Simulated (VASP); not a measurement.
# InAs: molecular dynamics at constant energy

InAs, F-43m (no. 216), 8 atoms in the cell. PBE, molecular dynamics; PAW potentials In, As (PBE set).

Ensemble: NVE; Starting temperature (K): 1600.

## Input

INCAR:
```
ALGO = Normal
ANDERSEN_PROB = 0.0
EDIFF = 1E-6
ENCUT = 210
GGA = PE
IBRION = 0
ISIF = 2
ISMEAR = 0
ISYM = 0
KPAR = 2
LASPH = True
LCHARG = False
LREAL = Auto
LWAVE = False
MDALGO = 1
NELM = 60
NELMIN = 4
NSW = 60
POTIM = 3.0
PREC = Normal
RANDOM_SEED = 872652 0 0
SIGMA = 0.05
TEBEG = 1600
```

KPOINTS:
```
k-points
0
Monkhorst-Pack
  2 2 2
```

POSCAR:
```
InAs
1.0
    6.0360000000      0.0000000000      0.0000000000
    0.0000000000      6.0360000000      0.0000000000
    0.0000000000      0.0000000000      6.0360000000
In As
4 4
Direct
    0.0000000000      0.0000000000      0.0000000000
    0.0000000000      0.5000000000      0.5000000000
    0.5000000000      0.0000000000      0.5000000000
    0.5000000000      0.5000000000      0.0000000000
    0.2500000000      0.2500000000      0.2500000000
    0.2500000000      0.7500000000      0.7500000000
    0.7500000000      0.2500000000      0.7500000000
    0.7500000000      0.7500000000      0.2500000000
```

Commands:
```
cat potpaw_PBE.64/In/POTCAR potpaw_PBE.64/As/POTCAR > POTCAR
mpirun -np 2 vasp_std > vasp.out
```

## Result

- Rise of the mean potential energy above the start (meV/atom): 85.9
- Mean temperature (K): 843
- Standard error of the mean temperature (K): 128
- Relative fluctuation of the kinetic energy: 0.405
- Canonical value of that fluctuation: 0.309
- Electronic steps per ionic step after the first: 4.1

Course of the run:

| Time (fs) | Temperature (K) | Potential energy less the first (meV/atom) |
|---|---|---|
| 3 | 1600 | 0.0 |
| 18 | 1239 | 41.0 |
| 30 | 731 | 98.7 |
| 45 | 517 | 122.9 |
| 57 | 789 | 92.0 |
| 72 | 1217 | 43.5 |
| 84 | 1307 | 33.2 |
| 99 | 991 | 69.1 |
| 111 | 576 | 116.2 |
| 126 | 331 | 144.0 |
| 138 | 490 | 125.9 |
| 153 | 770 | 94.1 |
| 165 | 788 | 92.1 |
| 180 | 610 | 112.3 |

The mean temperature lies below the starting 1600 K, since the atoms start on their sites and part of their kinetic energy turns into potential energy.

REPORT:
```
MDALGO =   1
         ANDERSEN_PROB =  0.00000000
               SCALING =       0
                 CNEXP =     9.000   14.000
           RANDOM_SEED =            872652                0                0

   original number of atomic DOF:         21
   number of independent constraints:      0
   number of active DOF:                  21

========================================
         MD step No.       1
========================================

  Atomic velocities initialized by STEP_tb

  >Energies
                    E_tot             E_pot             E_kin               EPS                ES
   e_b>   -0.28532503E+02   -0.29980224E+02    0.14477208E+01    0.00000000E+00    0.00000000E+00

  >Temperature
               T_sim     T_inst
   tmprt>   1600.000   1600.000

  >Thermostat, num. of collisions:                0

           RANDOM_SEED =            872652               96                0

[... steps left out ...]

========================================
         MD step No.      60
========================================

  >Energies
                    E_tot             E_pot             E_kin               EPS                ES
   e_b>   -0.28529991E+02   -0.29081850E+02    0.55185964E+00    0.00000000E+00    0.00000000E+00

  >Temperature
               T_sim     T_inst
   tmprt>   1600.000    609.907

  >Thermostat, num. of collisions:                0

           RANDOM_SEED =            872652             2928                0
```

OSZICAR:
```
N       E                     dE             d eps       ncg     rms          rms(c)
DAV:   1     0.830052670899E+02    0.83005E+02   -0.65772E+03   168   0.570E+02
DAV:   2    -0.235095309938E+02   -0.10651E+03   -0.10211E+03   212   0.132E+02
DAV:   3    -0.311556503210E+02   -0.76461E+01   -0.75439E+01   203   0.385E+01
DAV:   4    -0.313015147531E+02   -0.14586E+00   -0.14541E+00   206   0.567E+00
DAV:   5    -0.313049577584E+02   -0.34430E-02   -0.34424E-02   206   0.737E-01    0.100E+01
DAV:   6    -0.302002790471E+02    0.11047E+01   -0.18349E+00   188   0.480E+00    0.579E+00
DAV:   7    -0.299864653639E+02    0.21381E+00   -0.10083E+00   200   0.355E+00    0.131E+00
DAV:   8    -0.299778607984E+02    0.86046E-02   -0.92909E-02   193   0.126E+00    0.541E-01
DAV:   9    -0.299805380729E+02   -0.26773E-02   -0.12860E-02   203   0.590E-01    0.132E-01
DAV:  10    -0.299800634171E+02    0.47466E-03   -0.18428E-03   198   0.188E-01    0.499E-02
DAV:  11    -0.299802445152E+02   -0.18110E-03   -0.87025E-04   188   0.126E-01    0.627E-02
DAV:  12    -0.299802231733E+02    0.21342E-04   -0.10657E-04   203   0.414E-02    0.814E-03
[... left out ...]
     58 T=   692. E= -.28530172E+02 F= -.29155909E+02 E0= -.29155909E+02  EK= 0.62574E+00 SP= 0.00E+00 SK= 0.00E+00
     59 T=   651. E= -.28530071E+02 F= -.29119098E+02 E0= -.29119098E+02  EK= 0.58903E+00 SP= 0.00E+00 SK= 0.00E+00
[... last step whole ...]
       N       E                     dE             d eps       ncg     rms          rms(c)
DAV:   1    -0.290818492284E+02    0.37249E-01   -0.65924E-06   222   0.134E+00    0.349E-03
DAV:   2    -0.290818506304E+02   -0.14020E-05   -0.44362E-05   168   0.349E-02    0.230E-03
DAV:   3    -0.290818505526E+02    0.77806E-07   -0.36758E-07   144   0.338E-03    0.141E-03
DAV:   4    -0.290818504266E+02    0.12602E-06   -0.10455E-07   109   0.168E-03
     60 T=   610. E= -.28529991E+02 F= -.29081850E+02 E0= -.29081850E+02  EK= 0.55186E+00 SP= 0.00E+00 SK= 0.00E+00
```

Limits: 180 fs of 8 atoms are too short for converged averages.

VASP 6.6.1 took 206 s on 2 cores (AMD EPYC 7R43 (Zen 3)), a shared host.
